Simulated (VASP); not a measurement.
Method: revTPSS meta-GGA, VASP's PBE PAW potentials (set 64) (plane waves; VASP).

The input files of a VASP run:

File KPOINTS:
```
Automatic mesh
0
G
7 7 7
```

### INCAR
```
NELM = 100
ISMEAR = -5
ENCUT = 520   ! plane-wave cut-off (eV)
LREAL = F
ALGO = Normal
NEDOS = 601
EDIFF = 1E-7
LMIXTAU = T
LWAVE = F
SYSTEM = CsI
LASPH = T   ! aspherical one-centre terms
LCHARG = F
METAGGA = RTPSS
ISIF = 2
LMAXMIX = 4
LORBIT = 11   ! lm-projected
PREC = Accurate
```

### POSCAR
```
CsI
4.6199330
  1.0000000161   0.0000000000   0.0000000000
  0.0000000000   1.0000000161   0.0000000000
  0.0000000000   0.0000000000   1.0000000161
Cs I
1 1
Cartesian
  0.0000000000   0.0000000000   0.0000000000
  0.5000000081   0.5000000081   0.5000000081
```

File KPOINTS_OPT:
```
k-points along high-symmetry lines
10
Line-mode
Reciprocal
  0.000000   0.000000   0.000000 ! GAMMA
  0.000000   0.500000   0.000000 ! X

  0.000000   0.500000   0.000000 ! X
  0.500000   0.500000   0.000000 ! M

  0.500000   0.500000   0.000000 ! M
  0.000000   0.000000   0.000000 ! GAMMA

  0.000000   0.000000   0.000000 ! GAMMA
  0.500000   0.500000   0.500000 ! R

  0.500000   0.500000   0.500000 ! R
  0.000000   0.500000   0.000000 ! X

  0.500000   0.500000   0.500000 ! R
  0.500000   0.500000   0.000000 ! M
```

POTCAR, in this order: Cs_sv I (PBE.64 set). Program: vasp_std.

Output

OUTCAR:
```
 ion  position               nearest neighbor table
   1  0.000  0.000  0.000-
   2  0.500  0.500  0.500-
  LATTYP: Found a simple cubic cell.
 ALAT       =     4.6199330746
 Subroutine PRICEL returns:
 Original cell was already a primitive cell.
 Subroutine GETGRP returns: Found 48 space group operations
The static configuration has the point symmetry O_h .
The dynamic configuration has the point symmetry O_h .
 Subroutine INISYM returns: Found 48 space group operations
 Subroutine IBZKPT returns following result:
 Found     20 irreducible k-points:

 Following reciprocal coordinates:
            Coordinates               Weight
  0.000000  0.000000  0.000000      1.000000
  0.142857  0.000000  0.000000      6.000000
  0.285714  0.000000  0.000000      6.000000
  0.428571  0.000000  0.000000      6.000000
  0.142857  0.142857  0.000000     12.000000
  0.285714  0.142857  0.000000     24.000000
  0.428571  0.142857  0.000000     24.000000
  0.285714  0.285714  0.000000     12.000000
  0.428571  0.285714  0.000000     24.000000
...
```

OSZICAR:
```
       N       E                     dE             d eps       ncg     rms          rms(c)
DAV:   1     0.157413094012E+03    0.15741E+03   -0.60336E+03   480   0.116E+03
DAV:   2     0.460429255905E+02   -0.11137E+03   -0.10444E+03   812   0.255E+02
DAV:   3     0.342179516933E+02   -0.11825E+02   -0.11750E+02   644   0.903E+01
DAV:   4     0.337581749956E+02   -0.45978E+00   -0.45811E+00   640   0.241E+01
DAV:   5     0.337424611804E+02   -0.15714E-01   -0.15700E-01   644   0.398E+00    0.200E+00
DAV:   6     0.357073965856E+02    0.19649E+01   -0.30381E+00   480   0.270E+01    0.950E-01
DAV:   7     0.361721101519E+02    0.46471E+00   -0.54862E-01   596   0.615E+00    0.609E-01
DAV:   8     0.360722856815E+02   -0.99824E-01   -0.46354E-02   540   0.218E+00    0.475E-01
DAV:   9     0.360924747763E+02    0.20189E-01   -0.74956E-02   520   0.234E+00    0.241E-01
DAV:  10     0.360593346765E+02   -0.33140E-01   -0.55178E-02   520   0.204E+00    0.213E-01
DAV:  11     0.360453437266E+02   -0.13991E-01   -0.14285E-02   584   0.109E+00    0.988E-02
DAV:  12     0.360433378240E+02   -0.20059E-02   -0.11140E-03   552   0.315E-01    0.650E-02
DAV:  13     0.360434543143E+02    0.11649E-03   -0.88085E-05   592   0.741E-02    0.387E-02
DAV:  14     0.360426402851E+02   -0.81403E-03   -0.92935E-04   528   0.344E-01    0.105E-02
DAV:  15     0.360425645891E+02   -0.75696E-04   -0.14163E-05   600   0.370E-02    0.731E-03
DAV:  16     0.360425276177E+02   -0.36971E-04   -0.19749E-05   540   0.378E-02    0.203E-03
DAV:  17     0.360425237475E+02   -0.38701E-05   -0.40798E-06   556   0.218E-02    0.172E-03
DAV:  18     0.360425224977E+02   -0.12498E-05   -0.26392E-07   564   0.507E-03    0.127E-03
DAV:  19     0.360425216118E+02   -0.88589E-06   -0.88038E-07   524   0.774E-03    0.715E-04
DAV:  20     0.360425215786E+02   -0.33255E-07   -0.95648E-08   340   0.323E-03
   1 F= 0.36042522E+02 E0= 0.36042522E+02  d E =0.000000E+00
       N       E                     dE             ncg
       N       E                     dE             ncg
       N       E                     dE             ncg
```

OUTCAR:
```
------------------------ aborting loop because EDIFF is reached ----------------------------------------
  FORCE on cell =-STRESS in cart. coord.  units (eV):
  Direction    XX          YY          ZZ          XY          YZ          ZX
  --------------------------------------------------------------------------------------
  Total       -0.0172941     -0.0172941     -0.0172941      0.0000000      0.0000000     -0.0000000
  in kB       -0.2809963     -0.2809963     -0.2809963      0.0000000      0.0000000     -0.0000000
  external PRESSURE =      -0.2809963 kB  Pullay stress =       0.0000000 kB
  volume of cell :       98.61
      direct lattice vectors                 reciprocal lattice vectors
     4.619933075  0.000000000  0.000000000     0.216453352  0.000000000  0.000000000
     0.000000000  4.619933075  0.000000000     0.000000000  0.216453352  0.000000000
     0.000000000  0.000000000  4.619933075     0.000000000  0.000000000  0.216453352
 POSITION                                       TOTAL-FORCE (eV/Angst)
 -----------------------------------------------------------------------------------
      0.00000      0.00000      0.00000         0.000000      0.000000      0.000000
      2.30997      2.30997      2.30997         0.000000      0.000000      0.000000
 -----------------------------------------------------------------------------------
    total drift:                               -0.000000      0.000000      0.000000
  FREE ENERGIE OF THE ION-ELECTRON SYSTEM (eV)
  ---------------------------------------------------
  free  energy   TOTEN  =        36.0425215786 eV

  energy  without entropy=       36.0425215786  energy(sigma->0) =       36.04252158

 total charge

# of ion       s       p       d       tot
------------------------------------------
    1        1.888   4.720   0.025   6.633
    2        1.474   2.837   0.002   4.313
--------------------------------------------------
tot          3.362   7.557   0.026  10.945
```
(Selected blocks of OUTCAR.)

File OUTCAR:
```
 val. band max:        0.4346074669   @ k =   0.4286   0.4286   0.0000

 cond. band min:       4.5712522659   @ k =   0.0000   0.0000   0.0000


 Fermi energy:         0.4632266954

 k-point     1 :       0.0000    0.0000    0.0000
  band No.  band energies     occupation
      1     -20.1307      2.00000
      2     -10.2266      2.00000
      3      -6.7421      2.00000
      4      -6.7421      2.00000
      5      -6.7421      2.00000
      6       0.3612      2.00000
      7       0.3612      2.00000
      8       0.3612      2.00000
      9       4.5713      0.00000
     10       4.8641      0.00000
     11       4.8641      0.00000
     12       8.4806      0.00000

 k-point     2 :       0.1429    0.0000    0.0000
  band No.  band energies     occupation
      1     -20.1266      2.00000
      2     -10.2274      2.00000
      3      -6.7691      2.00000
      4      -6.7317      2.00000
      5      -6.7317      2.00000
      6       0.0227      2.00000
      7       0.3380      2.00000
      8       0.3380      2.00000
      9       4.9854      0.00000
     10       4.9870      0.00000
     11       5.3045      0.00000
     12       8.4074      0.00000

 k-point     3 :       0.2857    0.0000    0.0000
  band No.  band energies     occupation
      1     -20.1174      2.00000
      2     -10.2304      2.00000
      3      -6.8227      2.00000
      4      -6.7081      2.00000
      5      -6.7081      2.00000
      6      -0.5811      2.00000
      7       0.2843      2.00000
      8       0.2843      2.00000
      9       5.3300      0.00000
     10       5.8934      0.00000
     11       6.3583      0.00000
     12       8.3664      0.00000

 k-point     4 :       0.4286    0.0000    0.0000
  band No.  band energies     occupation
      1     -20.1099      2.00000
      2     -10.2343      2.00000
      3      -6.8585      2.00000
      4      -6.6889      2.00000
      5      -6.6889      2.00000
      6      -0.9778      2.00000
...
```

Unless said otherwise, spin-orbit coupling is left out, though it shifts the bands of the heavy elements here.

The compound is CsI in the CsCl type structure. It was relaxed first.
